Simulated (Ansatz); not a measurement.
**CsPbCl3 (model cell, started as cubic perovskite with Pb in the octahedra): phonons and vibrational spectra**

Task: relax CsPbCl3 (model cell, started as cubic perovskite with Pb in the octahedra), then find its harmonic phonons.

Program: Ansatz 0.2.0. Level of theory: DFT PBEsol, scalar-relativistic, plane waves, PAW; PAW set soft_1. Results are calculated unless marked as measured.

This is a report of a sequence of runs, with most program output left out.

**1. Set-up**

The structure is cubic, space group Pm-3m (No. 221). The conventional cell has a = 5.600 Å, b = 5.600 Å, c = 5.600 Å, α = 90.00°, β = 90.00°, γ = 90.00°. Nearest to Cs lie 12 Cl at 3.96 Å. Pb has 6 Cl at 2.80 Å nearest. Nearest to Cl lie 2 Pb at 2.80 Å and 4 Cs at 3.96 Å. Farther neighbours and most contacts between anions are not listed.

**2. Relaxation**

The cell and atoms are relaxed, since residual forces and stress would shift the frequencies.

input.yaml reads:

```yaml
crystal:
  lattice:
    - [5.6, 0.0, 0.0]
    - [0.0, 5.6, 0.0]
    - [0.0, 0.0, 5.6]
  atoms:
    - { symbol: Cs, position: [0.0, 0.0, 0.0] }
    - { symbol: Pb, position: [0.5, 0.5, 0.5] }
    - { symbol: Cl, position: [0.5, 0.5, 0.0] }
    - { symbol: Cl, position: [0.5, 0.0, 0.5] }
    - { symbol: Cl, position: [0.0, 0.5, 0.5] }
kpoints:
  mp_grid: { grid: [6, 6, 6] }
hamiltonian:
  xc: pbesol
  pseudopotentials: { kind: paw, azcp: { folder: soft_1 }, xc_functional: pbe }
scf:
  occupations: { method: gaussian, width: 0.02 }
output:
  forces: true
  stress: true
  eigenvalues: true
relax:
  adjacent_minimum: "off"
  f_tol: 0.005
  max_steps: 80
  cell: { stress_tol: 0.05 }
```

Started as:

```
> ansatz run input.yaml --threads 4 --pin off --max-ram 16384MiB --backend cpu --events-out ev --progress --plain --runs-dir out
```

Wall time 7.4 s (4 threads of Intel Xeon Platinum 8375C at 2.90GHz (Ice Lake), shared host); peak memory 0.56 GiB; 25 s of CPU time.

Relaxation path:

```
step  energy less that of the first step (eV)  largest force component (eV/Å)  pressure (GPa)  volume (Å³)
   1                                   0.0000                          0.0000            0.26       175.62
   2                                  -0.0012                          0.0000            0.09       176.77
   3                                  -0.0013                          0.0000            0.00       177.37
  4*                                  -0.0014                          0.0000            0.00       177.37
```

Relaxation steps marked * repeat the geometry before them on a plane-wave basis chosen anew for their cell, so energy and pressure can jump there.

The run keeps the 48 symmetry operations that it works with, so distortions that break them were not tested.

```
conventional cell, symmetrised  before  after  change
                         a (Å)   5.600  5.619  +0.3 %
                         b (Å)   5.600  5.619  +0.3 %
                         c (Å)   5.600  5.619  +0.3 %
              volume (Å³/atom)   35.12  35.47  +1.0 %
```

The relaxed structure:

```xyz
5
Lattice="5.6186 0.0000 0.0000 0.0000 5.6186 0.0000 0.0000 0.0000 5.6186" Properties=species:S:1:pos:R:3 pbc="T T T"
Cs    0.0000    0.0000    0.0000
Pb    2.8093    2.8093    2.8093
Cl    2.8093    2.8093    0.0000
Cl    2.8093    0.0000    2.8093
Cl    0.0000    2.8093    2.8093
```

This step gave:

```yaml
pressure: 0.002148 GPa
gap_on_the_k_mesh: 1.843 eV
volume_per_atom: 35.47 Å³
direct_gap_on_mesh: 1.843 eV
```

In this step the volume went from 35.12 to 35.47 Å³/atom.

**3. Relaxing to small forces for the phonons, k-mesh 6×6×6**

Phonons need a cell at rest on their own settings, so the relaxation is repeated with tight tolerances on forces and stress, using the mesh and the filling of the phonon run that follows.

input.yaml, the sections that differ from step 2:

```yaml
crystal:
  lattice:
    - [5.6185982474, 0.0, 0.0]
    - [0.0, 5.6185982474, 0.0]
    - [0.0, 0.0, 5.6185982474]
  atoms:
    - { symbol: Cs, position: [0.0, 0.0, 0.0] }
    - { symbol: Pb, position: [0.5, 0.5, 0.5] }
    - { symbol: Cl, position: [0.5, 0.5, 0.0] }
    - { symbol: Cl, position: [0.5, 0.0, 0.5] }
    - { symbol: Cl, position: [0.0, 0.5, 0.5] }
scf:
  occupations: { method: fixed }
relax:
  adjacent_minimum: "off"
  f_tol: 0.001
  max_steps: 60
  cell: { stress_tol: 0.01 }
# kpoints, hamiltonian, output: as in step 2
```

Wall time 4 s (4 threads); peak memory 0.55 GiB.

Little changed from the start: no atom moved by 0.005 Å and no cell edge by 0.1 %.

This step gave:

- pressure: 0.002149 GPa

The forces vanish by symmetry and the pressure is 0.002 GPa, within the tolerances set. The cell now holds 35.47 Å³/atom.

**4. A first phonon run**

The phonons are first tried on the mesh that the gap suggested.

input.yaml: that of step 3 with these lines changed.

```diff
@@ -19,9 +19,6 @@
 output:
-  forces: true
-  stress: true
   eigenvalues: true
-relax:
-  adjacent_minimum: "off"
-  f_tol: 0.001
-  max_steps: 60
-  cell: { stress_tol: 0.01 }
+phonons:
+  method: dfpt
+  dielectric: true
+  rigid_motions: translations
```

It took 96 s on 4 threads; peak memory 1.9 GiB; 5.4 min of CPU time.

This step gave:

```
sum-rule residual before enforcement                    : 1.36e-4 eV/Å²
miss of the charge sum rule                             : 0.005336 e
estimated error of the dielectric tensor                : 0.03782
estimated error of the Born charges                     : 0.05121 e
point group                                             : m-3m
highest optical mode at the zone centre (no LO-TO term) : 135.7 cm⁻¹
lowest optical zone-centre mode                         : -22 cm⁻¹
mean high-frequency dielectric constant                 : 4.033
largest Born charge (third of the trace)                : 3.949 e
top of the zone-centre spectrum with the field          : 231.7 cm⁻¹
```

The highest optical mode at Γ without the field comes at 135.7 cm⁻¹, but the log warns of the mesh: “the force constants stand on the 6×6×6 k-mesh, whose period is 11.28 times the interband length at k = (-0.5000, -0.5000, -0.5000), direct gap 1.843 eV, under 14: take them and everything formed from them as unconverged”.

**5. Tight relaxation, k-mesh 8×8×8**

The k mesh is raised to 8×8×8 since a zone-centre run on the first mesh warned that it was too coarse for the force constants, and the cell is relaxed again on it.

input.yaml, the sections that differ from step 4:

```yaml
kpoints:
  mp_grid: { grid: [8, 8, 8] }
output:
  forces: true
  stress: true
  eigenvalues: true
relax:
  adjacent_minimum: "off"
  f_tol: 0.001
  max_steps: 60
  cell: { stress_tol: 0.01 }
# crystal, hamiltonian, scf: as in step 4
# phonons: removed
```

Run time: 4.7 s. Hardware: 4 threads; peak memory 0.6 GiB.

Little changed from the start: no atom moved by 0.005 Å and no cell edge by 0.1 %.

Numbers from this step:

```yaml
pressure: -0.007771 GPa
gap_on_the_k_mesh: 1.844 eV
direct_gap_on_mesh: 1.844 eV
```

The forces vanish by symmetry and the pressure is -0.008 GPa, within the tolerances set. The cell now holds 35.47 Å³/atom.

**6. Zone-centre response**

The zone centre comes first: it holds the modes that light can see, as far as symmetry allows. The response to a homogeneous field gives the Born charges and the dielectric tensor.

input.yaml: that of step 5 with these lines changed.

```diff
@@ -19,9 +19,6 @@
 output:
-  forces: true
-  stress: true
   eigenvalues: true
-relax:
-  adjacent_minimum: "off"
-  f_tol: 0.001
-  max_steps: 60
-  cell: { stress_tol: 0.01 }
+phonons:
+  method: dfpt
+  dielectric: true
+  rigid_motions: translations
```

The job ended after 2.8 min (4 threads; peak memory 3.4 GiB; 9.7 min of CPU time).

This step gave:

```
sum-rule residual before enforcement                    : 1.80e-4 eV/Å²
miss of the charge sum rule                             : 0.006280 e
estimated error of the dielectric tensor                : 0.01516
estimated error of the Born charges                     : 0.02978 e
highest optical mode at the zone centre (no LO-TO term) : 136.1 cm⁻¹
lowest optical zone-centre mode                         : -21.57 cm⁻¹
mean high-frequency dielectric constant                 : 4.039
largest Born charge (third of the trace)                : 3.950 e
```

Without the LO-TO term. Patterns of degenerate modes are one choice out of their space. The modes at Γ (shares of kinetic energy by element, %) (negative means imaginary):

```
mode  frequency (cm⁻¹)  symmetry  Cs %  Pb %  Cl %
   1             -21.6       T1u    59     5    36
   2             -21.6       T1u    59     5    36
   3             -21.6       T1u    59     5    36
   4               0.0  acoustic    30    46    24
   5               0.0  acoustic    30    46    24
   6               0.0  acoustic    30    46    24
   7              20.4       T2u     0     0   100
   8              20.4       T2u     0     0   100
   9              20.4       T2u     0     0   100
  10              51.8       T1u    12    36    52
  11              51.8       T1u    12    36    52
  12              51.8       T1u    12    36    52
  13             136.1       T1u     0    12    88
  14             136.1       T1u     0    12    88
  15             136.1       T1u     0    12    88
```

Displacements in mode 2 (-21.6 cm⁻¹), the largest set to 1:
```
Cs1  0.06 -0.47  0.94
Pb2 -0.01  0.11 -0.22
Cl3 -0.06  0.50 -0.23
Cl4 -0.06  0.11 -1.00
Cl5 -0.01  0.50 -1.00
```

Displacements in mode 15 (136.1 cm⁻¹), the largest set to 1:
```
Cs1  0.00  0.00 -0.01
Pb2  0.00 -0.04 -0.16
Cl3  0.00 -0.01  1.00
Cl4  0.00  0.23 -0.03
Cl5  0.00 -0.01 -0.03
```

Optical modes at the zone centre, without and with the macroscopic field of the longitudinal modes; each column is sorted by frequency, so a row need not hold one and the same mode. Modes with and without the field, by row:

```
rank among optical modes  no field (cm⁻¹)  q along (1, 0, 0) (cm⁻¹)
                       1            -21.6                     -21.6
                       2            -21.6                     -21.6
                       3            -21.6                      17.2
                       4             20.4                      20.4
                       5             20.4                      20.4
                       6             20.4                      20.4
                       7             51.8                      51.8
                       8             51.8                      51.8
                       9             51.8                      55.9
                      10            136.1                     136.1
                      11            136.1                     136.1
                      12            136.1                     231.7
```

Born charge (rows field, columns displacement) (e), principal values of the symmetric part by kind of site:

```
atom  atoms with these values    low  middle   high   mean
 Cs1                        1   1.32    1.32   1.32   1.32
 Pb2                        1   3.95    3.95   3.95   3.95
 Cl3                        3  -3.82   -0.73  -0.73  -1.76
```

In full for Cs1:

```
1.32 0.00 0.00
0.00 1.32 0.00
0.00 0.00 1.32
```

High-frequency dielectric tensor:

```
4.04 0.00 0.00
0.00 4.04 0.00
0.00 0.00 4.04
```

Transverse modes; imaginary modes are left out. Infrared lines, with heights relative to the strongest:

```
position (cm⁻¹)  label  relative intensity
             20    T2u                 0.0
             52    T1u                 3.2
            136    T1u                 100
```

Before it was imposed, the acoustic sum rule was missed by 1.8e-4 eV/Å² and the charge sum rule by 0.0063 e. Small misses are needed for a sound result but don't prove that mesh and cutoff are converged. Against the first mesh the highest mode moved by +0.4 cm⁻¹. The lowest optical mode is imaginary, 21.6i cm⁻¹, so the energy falls along it.

The log warns of the k mesh: “the force constants stand on the 8×8×8 k-mesh, whose period is 13.43 times the interband length at k = (-0.5000, -0.5000, -0.5000), direct gap 1.844 eV, under 14: take them and everything formed from them as unconverged”.

**7. Response at finite wavevector**

Stability and thermal properties need the whole zone. Linear response on a 2×2×2 q mesh gives force constants as far as a supercell of that size would, and the tensors from the zone-centre run are typed in so that the long-range dipole term is interpolated apart.

input.yaml, the sections that differ from step 6:

```yaml
phonons:
  method: dfpt
  qmesh: [2, 2, 2]
  temperatures: { t_max: 1000, t_step: 50 }
  qpath:
    path:
      - [[0.0, 0.0, 0.0], [0.0, 0.5, 0.0], [0.5, 0.5, 0.0], [0.0, 0.0, 0.0], [0.5, 0.5, 0.5], [0.0, 0.5, 0.0]]
      - [[0.5, 0.5, 0.5], [0.5, 0.5, 0.0]]
    npoints: 10
  non_analytic_term:
    high_frequency_dielectric_tensor: [[4.0394, 0.0, 0.0], [0.0, 4.0394, 0.0], [0.0, 0.0, 4.0394]]
    born_effective_charges:
      - { species: Cs, tensor: [[1.3222, 0.0, 0.0], [0.0, 1.3222, 0.0], [0.0, 0.0, 1.3222]] }
      - { species: Pb, tensor: [[3.9497, 0.0, 0.0], [0.0, 3.9497, 0.0], [0.0, 0.0, 3.9497]] }
      - { species: Cl, tensor: [[-0.7258, 0.0, 0.0], [0.0, -0.7258, 0.0], [0.0, 0.0, -3.8203]] }
      - { species: Cl, tensor: [[-0.7258, 0.0, 0.0], [0.0, -3.8203, 0.0], [0.0, 0.0, -0.7258]] }
      - { species: Cl, tensor: [[-3.8203, 0.0, 0.0], [0.0, -0.7258, 0.0], [0.0, 0.0, -0.7258]] }
    source: "zone-centre run at this cell"
# crystal, kpoints, hamiltonian, scf, output: as in step 6
```

Wall time 5.5 min (4 threads); peak memory 1.8 GiB; 20 min of CPU time.

This step gave:

* sum-rule residual before enforcement: 1.15e-4 eV/Å²
* lowest frequency on the path: -47.94 cm⁻¹
* highest frequency on the path or at a solved wavevector: 262.8 cm⁻¹
* lowest mode on the q mesh (acoustic modes at Γ apart): -47.94 cm⁻¹

Frequencies (cm⁻¹) solved at each irreducible wavevector; negative means imaginary. Frequencies by wavevector, by row:

```
q in reciprocal lattice units  star  mode 1  mode 2  mode 3  mode 4  mode 13  mode 14  mode 15
                        0 0 0     1   -21.6   -21.6   -21.6       0    136.1    136.1    136.1
                     0 0 -0.5     3   -13.3   -13.3    10.5    10.5    136.3    136.3      248
                  0 -0.5 -0.5     3   -47.5   -20.6   -20.6     7.8    136.3    220.7    256.8
               -0.5 -0.5 -0.5     1   -47.9   -47.9   -47.9   -11.8    220.4    220.4    262.8
```

[end of part 1 of 2]

[Logs are printed without paths, hosts, clocks, repeated set-up lines and the standing remarks that a program may print on its own settings, such as how far it seeks lower states.]

[Hosts, paths, dates, database ids (printed as entryN), source tags and the programs' standing remarks are cut or masked in the printed files.]
